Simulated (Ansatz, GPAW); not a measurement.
This is a calculation of Si for GPAW 26.7.0 (ASE script). 

Contents of run.py:

```python
from ase.dft.bandgap import bandgap
from ase.io import read, write
from ase.units import Bohr, GPa
from gpaw import GPAW, PW
from gpaw.elf import elf_from_dft_calculation

atoms = read('POSCAR')

calc = GPAW(mode=PW(600),
            xc='PBE',
            kpts={'size': (8, 8, 8), 'gamma': True},
            occupations={'name': 'methfessel-paxton', 'order': 0, 'width': 0.012},
            nbands=11,
            convergence={'density': 1e-05, 'energy': 1e-05},
            maxiter=150,
            txt='gpaw.txt')
atoms.calc = calc
energy = atoms.get_potential_energy()
forces = atoms.get_forces()
stress = atoms.get_stress()
calc.write('gs.gpw')
write('result.traj', atoms)
print(f'Energy: {energy:.6f} eV')
print('Forces (eV/A):')
print(forces.round(4))
print('Stress (GPa):', (stress / GPa).round(3))
print('Fermi level:', round(calc.get_fermi_level(), 4), 'eV')
print(f'Gap: {bandgap(calc)[0]:.4f} eV, direct: {bandgap(calc, direct=True)[0]:.4f} eV')

# fields on the real-space grid
write('density.cube', atoms, data=calc.get_pseudo_density() * Bohr**3)
write('potential.cube', atoms, data=calc.get_electrostatic_potential())
write('elf.cube', atoms, data=elf_from_dft_calculation(calc).data)
```

Contents of POSCAR:

```
Si
1.0
    0.0000000000      2.7218511865      2.7218511865
    2.7218511865      0.0000000000      2.7218511865
    2.7218511865      2.7218511865      0.0000000000
Si
2
Direct
    0.5000000000      0.5000000000      0.5000000000
    0.7500000000      0.7500000000      0.7500000000
```

Potentials or basis: GPAW PAW data sets (gpaw-data 1.2.1), pw.

Run with:

```sh
$ OMP_NUM_THREADS=1 python run.py
```

Problem. Translate it to Ansatz 0.2.0. Potentials or basis there: all-electron LAPW, scalar-relativistic.

Solution. As run (cutoffs and basis follow the program's own potentials, and thresholds, step limits or extra output files can differ):

Contents of input.yaml:

```yaml
crystal:
  lattice:
    - [0.0, 2.7218511865, 2.7218511865]
    - [2.7218511865, 0.0, 2.7218511865]
    - [2.7218511865, 2.7218511865, 0.0]
  atoms:
    - { symbol: Si, position: [0.5, 0.5, 0.5] }
    - { symbol: Si, position: [0.75, 0.75, 0.75] }
kpoints:
  mp_grid: { grid: [8, 8, 8] }
scf:
  occupations: { method: gaussian, width: 0.012 }
hamiltonian:
  xc: pbe
  pseudopotentials: { kind: all_electron, lapw: { basis_error: 0.001 } }
output:
  forces: true
  stress: true
  eigenvalues: true
```

Potentials or basis: all-electron LAPW, scalar-relativistic.

Run with:

```bash
$ ansatz run input.yaml --threads 1 --pin off --max-ram 3072MiB --backend cpu --events-out ev --progress --plain --runs-dir out
```

Both were run:

|  | GPAW | Ansatz |
| --- | --- | --- |
| Pressure | 1.6 GPa | 1.3 GPa |

Where Ansatz's input types no cutoff or centring, it takes its own default and a Γ-centred mesh.

Pressure is positive in compression.
